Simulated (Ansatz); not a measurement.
**Cu: a tetragonal deformation path**

The task, for Cu: look for other minima along a tetragonal path.

Program: Ansatz 0.2.0. Level of theory: DFT r2SCAN, scalar-relativistic, plane waves, PAW. These are calculated values, not measurements.

3 further runs of the same task are left out: 1 that didn't finish, 2 set aside as unsound or not needed.

**1. Starting point**

It takes space group I4/mmm (No. 139, tetragonal). The conventional cell has a = 2.895 Å, b = 2.895 Å, c = 2.739 Å, α = 90.00°, β = 90.00°, γ = 90.00°. Around Cu (site symmetry 4/mmm) lie 10 Cu at 2.46 to 2.74 Å.

Coordinates:

```cif
data_structure
_symmetry_space_group_name_H-M 'P 1'
_symmetry_Int_Tables_number 1
_cell_length_a 2.4631
_cell_length_b 2.4631
_cell_length_c 2.4631
_cell_angle_alpha 108.003
_cell_angle_beta 108.003
_cell_angle_gamma 112.449
_cell_volume 11.48
loop_
_atom_site_label
_atom_site_type_symbol
_atom_site_fract_x
_atom_site_fract_y
_atom_site_fract_z
_atom_site_occupancy
Cu1 Cu 0.00000 0.00000 0.00000 1
```

It goes back to an entry of the Materials Project, which need not be the stable form.

This cell was relaxed beforehand with the same method: volume 11.48 Å³/atom, gap on the mesh none (metal).

**2. The undisturbed cell**

input.yaml reads:

```yaml
crystal:
  lattice:
    - [-1.4476911077, 1.4476911077, 1.3693140242]
    - [1.4476911077, -1.4476911077, 1.3693140242]
    - [1.4476911077, 1.4476911077, -1.3693140242]
  atoms:
    - { symbol: Cu, position: [0.0, 0.0, 0.0] }
basis:
  ecutwfc: 500
kpoints:
  mp_grid: { grid: [32, 32, 32] }
hamiltonian:
  xc: r2scan
scf:
  occupations: { method: gaussian, width: 0.15 }
output:
  forces: true
  stress: true
  eigenvalues: true
  write_density: true
  write_potential: true
  elf: true
  volumetric_format: npy
```

The run is started by

```sh
ansatz run input.yaml --threads 1 --pin off --max-ram 2560MiB --backend cpu --events-out ev --progress --plain --runs-dir out
```

**3. Setting up a tetragonal deformation path**

At fixed volume and fractional coordinates, lengths along (0.000, 0.000, 1.000) are scaled against those across it; ρ is that ratio over its starting value.

**4. Point ρ = 0.850**

input.yaml reads:

```yaml
crystal:
  lattice:
    - [-1.5282800065, 1.5282800065, 1.2287089072]
    - [1.5282800065, -1.5282800065, 1.2287089072]
    - [1.5282800065, 1.5282800065, -1.2287089072]
  atoms:
    - { symbol: Cu, position: [0.0, 0.0, 0.0] }
basis:
  ecutwfc: 500
kpoints:
  mp_grid: { grid: [32, 32, 32] }
hamiltonian:
  xc: r2scan
scf:
  occupations: { method: gaussian, width: 0.15 }
output:
  forces: true
  stress: true
  eigenvalues: true
```

**5. ρ = 1.200**

input.yaml, as its differences from that of step 4:

```diff
@@ -2,5 +2,5 @@
   lattice:
-    - [-1.5282800065, 1.5282800065, 1.2287089072]
-    - [1.5282800065, -1.5282800065, 1.2287089072]
-    - [1.5282800065, 1.5282800065, -1.2287089072]
+    - [-1.362329491, 1.362329491, 1.5462885979]
+    - [1.362329491, -1.362329491, 1.5462885979]
+    - [1.362329491, 1.362329491, -1.5462885979]
   atoms:
```

**6. ρ = 0.920**

input.yaml, as its differences from that of step 5:

```diff
@@ -2,5 +2,5 @@
   lattice:
-    - [-1.362329491, 1.362329491, 1.5462885979]
-    - [1.362329491, -1.362329491, 1.5462885979]
-    - [1.362329491, 1.362329491, -1.5462885979]
+    - [-1.4884924324, 1.4884924324, 1.2952738797]
+    - [1.4884924324, -1.4884924324, 1.2952738797]
+    - [1.4884924324, 1.4884924324, -1.2952738797]
   atoms:
```

**7. At ρ = 1.100**

input.yaml, as its differences from that of step 6:

```diff
@@ -2,5 +2,5 @@
   lattice:
-    - [-1.4884924324, 1.4884924324, 1.2952738797]
-    - [1.4884924324, -1.4884924324, 1.2952738797]
-    - [1.4884924324, 1.4884924324, -1.2952738797]
+    - [-1.4024208023, 1.4024208023, 1.459144087]
+    - [1.4024208023, -1.4024208023, 1.459144087]
+    - [1.4024208023, 1.4024208023, -1.459144087]
   atoms:
```

**8. ρ = 0.960**

input.yaml, as its differences from that of step 7:

```diff
@@ -2,5 +2,5 @@
   lattice:
-    - [-1.4024208023, 1.4024208023, 1.459144087]
-    - [1.4024208023, -1.4024208023, 1.459144087]
-    - [1.4024208023, 1.4024208023, -1.459144087]
+    - [-1.4675249574, 1.4675249574, 1.3325511185]
+    - [1.4675249574, -1.4675249574, 1.3325511185]
+    - [1.4675249574, 1.4675249574, -1.3325511185]
   atoms:
```

**9. Point ρ = 1.050**

input.yaml, as its differences from that of step 8:

```diff
@@ -2,5 +2,5 @@
   lattice:
-    - [-1.4675249574, 1.4675249574, 1.3325511185]
-    - [1.4675249574, -1.4675249574, 1.3325511185]
-    - [1.4675249574, 1.4675249574, -1.3325511185]
+    - [-1.4243371673, 1.4243371673, 1.414585674]
+    - [1.4243371673, -1.4243371673, 1.414585674]
+    - [1.4243371673, 1.4243371673, -1.414585674]
   atoms:
```

(Steps that only read results are left out.)

What does the calculation give? Wanted: highest point.

**Answer**, as computed:

| quantity | value |
| --- | --- |
| highest point | 33.3 meV/atom at ρ = 0.850 |

The energy drops below the reference, by 6.6 meV/atom at ρ = 1.200. No sampled point inside the path is a dip, apart from those named.
